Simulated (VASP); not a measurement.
A run of VASP 6.6.1 is set up as follows.

The input INCAR:

```
SYSTEM = Y
PREC = Accurate
ENCUT = 520
EDIFF = 1E-6
ISMEAR = -1
SIGMA = 0.05
LREAL = .FALSE.
LASPH = .TRUE.
NELM = 80
ALGO = Normal
ISIF = 2
LWAVE = .FALSE.
LCHARG = .FALSE.
LMAXMIX = 4
GGA = PE
NBANDS = 18
```

KPOINTS

```
Automatic mesh
0
G
  8 8 5
  0 0 0
```

File POSCAR:

```
Y
1.0
    3.6474000000      0.0000000000      0.0000000000
   -1.8237000000      3.1587410578      0.0000000000
    0.0000000000      0.0000000000      5.7306000000
Y
2
Direct
    0.6666666667      0.3333333333      0.7500000000
    0.3333333333      0.6666666667      0.2500000000
```

KPOINTS_OPT

```
path GMKGALHA,LM,KH
15
line-mode
reciprocal
 0.0000000000  0.0000000000  0.0000000000  G
 0.5000000000  0.0000000000  0.0000000000  M

 0.5000000000  0.0000000000  0.0000000000  M
 0.3333333333  0.3333333333  0.0000000000  K

 0.3333333333  0.3333333333  0.0000000000  K
 0.0000000000  0.0000000000  0.0000000000  G

 0.0000000000  0.0000000000  0.0000000000  G
 0.0000000000  0.0000000000  0.5000000000  A

 0.0000000000  0.0000000000  0.5000000000  A
 0.5000000000  0.0000000000  0.5000000000  L

 0.5000000000  0.0000000000  0.5000000000  L
 0.3333333333  0.3333333333  0.5000000000  H

 0.3333333333  0.3333333333  0.5000000000  H
 0.0000000000  0.0000000000  0.5000000000  A

 0.5000000000  0.0000000000  0.5000000000  L
 0.5000000000  0.0000000000  0.0000000000  M

 0.3333333333  0.3333333333  0.0000000000  K
 0.3333333333  0.3333333333  0.5000000000  H
```

Potentials or basis: VASP PAW PBE potentials, release 64 (Y_sv).

The run is started by

```console
$ cat potpaw_PBE.64/Y_sv/POTCAR > POTCAR
$ mpirun -np 1 vasp_std > vasp.out
```

(1) Estimate the pressure.

(2) Predict the band gap along the path.

## Answers

(1) -0.2 GPa.

(2) none (metal or under the smearing width).
